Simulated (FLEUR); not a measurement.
## C under changes of volume

One of the cells (5.672 Å³/atom); the others are scaled copies at fixed shape and fractional positions:

```
CELL_PARAMETERS angstrom
0.00000 1.78337 1.78337
1.78337 0.00000 1.78337
1.78337 1.78337 0.00000
ATOMIC_POSITIONS crystal
C 0.75000 0.75000 0.75000
C 0.50000 0.50000 0.50000
```

This isn't the form of C at room conditions, which is graphite.

| Property | Result |
| --- | --- |
| Program | FLEUR MaX-R8.1 (patched build s14) |
| Functional | RPBE |
| Potentials or basis | all-electron |
| Basis | FLAPW |
| Kmax | 5.34 1/bohr |
| k mesh | 13 × 13 × 13 |
| Occupations | fermi-dirac, width 0.05 eV |
| Spin | no spin polarisation |

```csv
volume (Å³/atom),energy over the lowest point (meV/atom),gap on the mesh (eV)
5.332,?,?
5.445,24.66,4.35
5.672,0.00,4.27
5.899,0.78,4.19
6.012,9.40,4.16
```

Problem. What does the run at 5.332 Å³/atom give?

Solution. Energy over the lowest point 48.15 meV/atom; gap on the mesh 4.39 eV.

Worked out: A Birch-Murnaghan fit of order 2 (a polynomial in V^(-2/3)) to the other rows has its minimum at 5.78 Å³/atom with B0 = V·E''(V) = 419 GPa. It gives 48.21 meV/atom at 5.332 Å³/atom, against the run's 48.15. A straight line through the other rows of the gap, of slope -1.94 eV per unit of ln V, extrapolates to 4.39 eV, against the run's 4.39.

Energies are extrapolated to zero smearing.

Caveats: an odd mesh through Γ misses points on the zone boundary, where band edges often lie.
